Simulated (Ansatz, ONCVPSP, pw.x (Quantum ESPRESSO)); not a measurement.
What a changed setting does to a pw.x run (bcc Rh)

Potential: optimised norm-conserving Vanderbilt (ONCV), ONCVPSP 4.0.1.1 (patched build), PBE; core [Ar] 3d10, reference 4s2 4p6 4d8 5s0.5; waves: 4s+5s: rc 1.85 bohr, ncon 4, nbas 9, qcut 5.2 1/bohr, 2 projectors; 4p: rc 1.45 bohr, ncon 3, nbas 6, qcut 7.5 1/bohr, 1 projector; 4d: rc 2.20 bohr, ncon 4, nbas 9, qcut 8.2 1/bohr, 2 projectors, debl 3.2 Ha; local part: polynomial inside 1.30 bohr (lpopt 5, dvloc0 2 Ha); core correction: Teter function, fcfact 2.75, rcfact 1.1.

The reference run (k-mesh 15³, cutoffs 60/240 Ry, Fermi–Dirac 0.01 Ry, mixing_beta 0.4, conv_thr 1e-9, no spin) gives 0.77 GPa at 14.536 Å³/atom, where all-electron LAPW gives -0.18 GPa. This run, with its own iteration cap, changes k-mesh shift to 1.

```
&control
  calculation='scf', prefix='x', pseudo_dir='./', outdir='./tmp', tstress=.true., disk_io='none'
/
&system
  ibrav=0, nat=1, ntyp=1, ecutwfc=60, ecutrho=240, nbnd=17,
  occupations='smearing', smearing='fd', degauss=0.01
/
&electrons
  conv_thr=1e-09, mixing_beta=0.4, electron_maxstep=70
/
ATOMIC_SPECIES
Rh 1.0 Rh.UPF
CELL_PARAMETERS angstrom
  -1.53742867 1.53742867 1.53742867
  1.53742867 -1.53742867 1.53742867
  1.53742867 1.53742867 -1.53742867
ATOMIC_POSITIONS crystal
Rh 0.0000 0.0000 0.0000
K_POINTS automatic
15 15 15 1 1 1
```

```bash
pw.x < Rh.scf.in > Rh.scf.out
```

How does the run end?

It converges in 10 iterations; the free energy moves by -2.5 meV/atom and the pressure by -0.06 GPa.

```
Message from routine setup:
     using ibrav=0 with symmetry is DISCOURAGED, use correct ibrav instead
     lattice parameter (alat)  =       5.0322  a.u.
     unit-cell volume          =      98.0938 (a.u.)^3
     number of electrons       =        17.00
     number of Kohn-Sham states=           17
     kinetic-energy cutoff     =      60.0000  Ry
     charge density cutoff     =     240.0000  Ry
     scf convergence threshold =      1.0E-09
     Exchange-correlation= PBE
     number of k points=   120  Fermi-Dirac smearing, width (Ry)=  0.0100
     iteration #  1     ecut=    60.00 Ry     beta= 0.40
     total energy              =    -224.34146784 Ry
     estimated scf accuracy    <       0.75982298 Ry
     iteration #  2     ecut=    60.00 Ry     beta= 0.40
     total energy              =    -224.47405139 Ry
     estimated scf accuracy    <       0.00363228 Ry
     iteration #  3     ecut=    60.00 Ry     beta= 0.40
     total energy              =    -224.47499248 Ry
     estimated scf accuracy    <       0.00113002 Ry
     iteration #  4     ecut=    60.00 Ry     beta= 0.40
     total energy              =    -224.47501315 Ry
     estimated scf accuracy    <       0.00038531 Ry
     iteration #  5     ecut=    60.00 Ry     beta= 0.40
     total energy              =    -224.47506791 Ry
     estimated scf accuracy    <       0.00000382 Ry
     iteration #  6     ecut=    60.00 Ry     beta= 0.40
     total energy              =    -224.47506918 Ry
     estimated scf accuracy    <       0.00000057 Ry
     iteration #  7     ecut=    60.00 Ry     beta= 0.40
     total energy              =    -224.47506920 Ry
     estimated scf accuracy    <       0.00000009 Ry
     iteration #  8     ecut=    60.00 Ry     beta= 0.40
     total energy              =    -224.47506920 Ry
     estimated scf accuracy    <       0.00000001 Ry
     iteration #  9     ecut=    60.00 Ry     beta= 0.40
     total energy              =    -224.47506920 Ry
     estimated scf accuracy    <          3.2E-09 Ry
     iteration # 10     ecut=    60.00 Ry     beta= 0.40
     the Fermi energy is    20.9483 ev
!    total energy              =    -224.47506920 Ry
     estimated scf accuracy    <          5.0E-11 Ry
     smearing contrib. (-TS)   =      -0.00967948 Ry
     The total energy is F=E-TS. E is the sum of the following terms:
     one-electron contribution =     -57.25552715 Ry
     hartree contribution      =      39.92959867 Ry
     xc contribution           =     -26.13723346 Ry
     ewald contribution        =    -181.00222778 Ry
     convergence has been achieved in  10 iterations
          total   stress  (Ry/bohr**3)                   (kbar)     P=        7.07
     Message from routine punch:
     Nothing written, as per user request (disk_io='none')
```

The run took about 14 s on one core of a shared host (Neoverse-V2, 48 threads, 185 GiB, load 22).
